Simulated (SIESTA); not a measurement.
Set up this calculation in SIESTA 5.4.2, as the native input.

```yaml
Task: density of states
Functional: PBE
Potentials_or_basis: PseudoDojo 0.4 standard (PBE files)
Basis: DZP (energy shift 0.003 Ry; two zetas on semicore shells)
Grid_cutoff: 800 Ry
Energy_shift: 0.003 Ry
k_mesh: 6 × 6 × 6
Occupations: fermi-dirac, width 0.05 eV
Spin: collinear spin, ferromagnetic start
Starting_moments: "[1.0, 0.0, 0.0] μB"
Hubbard_terms: Ni d U = 4 eV
Hubbard_projector_method: 1
U_from_the_first_cycle: yes
broadening_eV: 0.1 eV
window_from_eV: -15 eV
window_to_eV: 5 eV
energy_points: 301
k_mesh_for_the_DOS: 9 × 9 × 9
```

The system is Si2Ni.

```
Ni Si
1.0
     0.00000    2.70300    2.70300
     2.70300    0.00000    2.70300
     2.70300    2.70300    0.00000
Ni Si
1 2
Cartesian
  0.0000 0.0000 0.0000
  4.0545 4.0545 4.0545
  1.3515 1.3515 1.3515
```

These files were run (other wordings do the same):

Si2Ni.fdf

```
SystemName                      Si2Ni
SystemLabel                     Si2Ni
NumberOfSpecies                 2
NumberOfAtoms                   3
%block ChemicalSpeciesLabel
  1  28 Ni
  2  14 Si
%endblock ChemicalSpeciesLabel

UseStructFile                   true

%block kgrid.MonkhorstPack
    6   0   0  0.0
    0   6   0  0.0
    0   0   6  0.0
%endblock kgrid.MonkhorstPack
XC.Functional                   GGA
XC.Authors                      PBE
PAO.BasisSize                   DZP
PAO.EnergyShift                 0.003 Ry
Mesh.Cutoff                     800 Ry
Spin                            polarized
%block DM.InitSpin
    1   1.000
    2   0.000
    3   0.000
%endblock DM.InitSpin
DFTU.ProjectorGenerationMethod  1
%block DFTU.Proj
  Ni 1
  n=3 2
  4.00 0.00
  0.0
%endblock DFTU.Proj
DFTU.PopTol                     1.0e-5
DFTU.FirstIteration             true
OccupationFunction              FD
ElectronicTemperature           0.05 eV
MaxSCFIterations                200
SCF.MustConverge                false
SCF.Mixer.Method                Pulay
SCF.Mixer.Weight                0.1
SCF.Mixer.History               10
SCF.DM.Tolerance                5.0e-05
SCF.H.Tolerance                 1.0e-03 eV
WriteForces                     true
Charge.Mulliken                 end
Charge.Hirshfeld                end
Charge.Voronoi                  end
SaveRho                         true
SaveElectrostaticPotential      true
%block ProjectedDensityOfStates
  EF -15.0 5.0 0.1 301 eV
%endblock ProjectedDensityOfStates
%block PDOS.kgrid.MonkhorstPack
    9   0   0  0.0
    0   9   0  0.0
    0   0   9  0.0
%endblock PDOS.kgrid.MonkhorstPack
%block PAO.Basis
  Ni 5
  n=3 0 2
    2.432 0.000
  n=4 0 2
    7.095 0.000
  n=3 1 2
    2.716 0.000
  n=4 1 1
    7.095
  n=3 2 2
    4.466 0.000
%endblock PAO.Basis
```

Si2Ni.STRUCT_IN

```
   0.0000000000     2.7030000000     2.7030000000
   2.7030000000     0.0000000000     2.7030000000
   2.7030000000     2.7030000000     0.0000000000
3
1  28    0.0000000000     0.0000000000     0.0000000000
2  14    0.7500000000     0.7500000000     0.7500000000
2  14    0.2500000000     0.2500000000     0.2500000000
```

Potentials or basis: PseudoDojo 0.4 standard (PBE files), DZP (energy shift 0.003 Ry; two zetas on semicore shells).

Command:

```console
$ siesta Si2Ni.fdf > Si2Ni.out 2>&1
```

It gave:

The pressure is 3.1 GPa. The band gap on the k mesh is none (metal or under the smearing width), the net moment is 0.00 μB per cell and the hirshfeld charges are Ni -0.04; Si +0.02 e. The voronoi charges are Ni -0.12; Si +0.06 e.

Caveat: Mulliken charges of long-ranged orbitals can have an unphysical sign; short orbitals over semicore shells can move pressures by several GPa; the basis of atomic orbitals isn't converged, which shifts pressures, moduli and gaps; the U is typed as a test and isn't derived for this compound.

Wall time 6.2 min on 1 thread of Intel(R) Xeon(R) Platinum 8259CL CPU @ 2.50GHz (Skylake/Cascade Lake), with other jobs on the host, peak memory 0.39 GiB.
